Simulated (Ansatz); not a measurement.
Method: Ansatz, DFT PBE, scalar-relativistic, plane waves, PAW. Settings: cutoff 420 eV, Γ-centred meshes spaced at most about 0.3 Å⁻¹, and about 0.25 Å⁻¹ or finer for metals (2π included), Gaussian smearing. No spin polarisation.

Temperature and zero-point effects are left out.

Question: Which of these relaxed structures of Be3Se4 is the lowest in energy?
A.

```
Be Se
1.0
     5.11417    0.00000    0.00000
     0.00000    5.11417    0.00000
     0.00000    0.00000    5.11417
Be Se
3 4
Direct
  0.50000 0.00000 0.50000
  0.00000 0.50000 0.50000
  0.50000 0.50000 0.00000
  0.75020 0.75020 0.24980
  0.24980 0.24980 0.24980
  0.75020 0.24980 0.75020
  0.24980 0.75020 0.75020
```

B.

```
Be Se
1.0
     3.55758    0.00000    0.00000
     0.00000    3.55758    0.00000
     0.00000    0.00000   11.04686
Be Se
3 4
Direct
  0.00000 0.00000 0.00000
  0.50000 0.50000 0.24179
  0.50000 0.50000 0.75821
  0.50000 0.00000 0.88182
  0.00000 0.50000 0.11818
  0.50000 0.00000 0.35699
  0.00000 0.50000 0.64301
```

Answer: B. The other, A, lies 13 meV/atom higher. Forms: B P-4m2; A P-43m. Counting Se atoms around Be (those within 1.25 times the shortest such distance or 1.15 times the sum of covalent radii, 1.27 where that leaves under three): B has Be 4; A has Be 4. Both come from invented guesses. The lowest form computed isn't among them: it has space group Pmn2_1 (No. 31), 21.8 Å³/atom and lies 56 meV/atom below the best shown.

The k mesh leaves some 4 meV/atom of noise in the energy of each metallic cell. Weakly bound directions are ill-defined at this level, which has no dispersion term (P-4m2), and this can change margins and order among such cells. Cells relaxed within their symmetry can be saddle points. Some structure types and database cells were kept out of the candidates from the start, so a known form may be missing.
